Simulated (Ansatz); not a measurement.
Born–Oppenheimer molecular dynamics of a periodic cell of 24 atoms, Na (surface Na(100)). It goes on from the last frame of an earlier run, with new velocities.

Level of theory: Ansatz, DFT PBEsol, scalar-relativistic, plane waves, PAW. Settings: accuracy low, cutoff 420 eV, k mesh 2x1x1, fermi-dirac smearing 0.15 eV, no spin polarisation.

| Property | Result |
| --- | --- |
| ensemble | NVT, Nosé–Hoover chain |
| time step | 2 fs |
| steps asked | 300 |
| set temperature | 1800 K |
| thermostat | time constant 200 fs, chain length 5 |
| atoms held | 1 to 6 |
| seed | 850176 |

First frame:

```xyz
24
Lattice="8.4600 0.0000 0.0000 0.0000 12.6900 0.0000 0.0000 0.0000 18.3450" Properties=species:S:1:pos:R:3
Na 2.115 2.115 1.000
Na 6.345 2.115 1.000
Na 2.115 6.345 1.000
Na 6.345 6.345 1.000
Na 2.115 10.575 1.000
Na 6.345 10.575 1.000
Na 0.612 0.260 3.634
Na 3.855 -0.058 2.907
Na 0.035 4.214 3.135
Na 5.111 4.112 5.273
Na 0.715 8.168 3.179
Na 3.982 7.404 3.339
Na 0.849 2.514 10.761
Na 5.849 2.393 9.881
Na -4.339 7.487 7.543
Na -1.874 4.986 7.839
Na 2.223 9.557 8.949
Na 4.982 8.618 11.403
Na -2.096 3.325 13.291
Na 4.590 -0.296 11.184
Na -1.544 5.521 10.973
Na 3.283 4.514 12.737
Na -6.901 6.100 9.221
Na -0.600 11.516 9.505
```

Question: What does the run give?

Answer: All steps were run.

| Property | Result |
| --- | --- |
| steps done | 300 |
| time covered | 600 fs |
| mean temperature over the second half | 2076 K |
| spread of the potential energy over the second half | 15.1 meV per atom |
| mean potential energy of the second half above the start | 75.2 meV per atom |

The conserved energy stayed within 0.034 meV per atom of its start (net change 0.034 meV per atom), so the integration is sound. The mean temperature of the second half is 15 % above the set value. A run of 0.6 ps of so small a system gives no equilibrium averages. Limits of this set-up: coarse k mesh, slab without dipole correction, low accuracy level.

Question: What happens to the structure?

Answer: Mean squared displacements from the first frame to the last: Na 21.19 Å². Another seed would give other details.

Question: How do temperature and energy run in time?

Answer: 
| time (fs) | T (K) | potential energy less start (eV) | conserved less start (meV/atom) |
| --- | --- | --- | --- |
| 0.0 | 1800 | 0.000 | 0.00 |
| 50.0 | 1576 | 0.523 | 0.02 |
| 100.0 | 1571 | 0.586 | 0.01 |
| 150.0 | 1415 | 1.074 | 0.02 |
| 200.0 | 1536 | 1.034 | 0.01 |
| 250.0 | 1594 | 1.302 | 0.01 |
| 300.0 | 1787 | 1.433 | 0.01 |
| 350.0 | 1994 | 1.615 | 0.02 |
| 400.0 | 2213 | 1.576 | 0.02 |
| 450.0 | 2148 | 1.896 | 0.02 |
| 500.0 | 1882 | 2.520 | 0.03 |
| 550.0 | 2343 | 1.396 | 0.00 |
| 600.0 | 1791 | 2.522 | 0.03 |

The run took 17 min on 4 threads of AMD EPYC 9R14 (Zen 4), with other jobs on the host, peak memory 2.9 GiB.
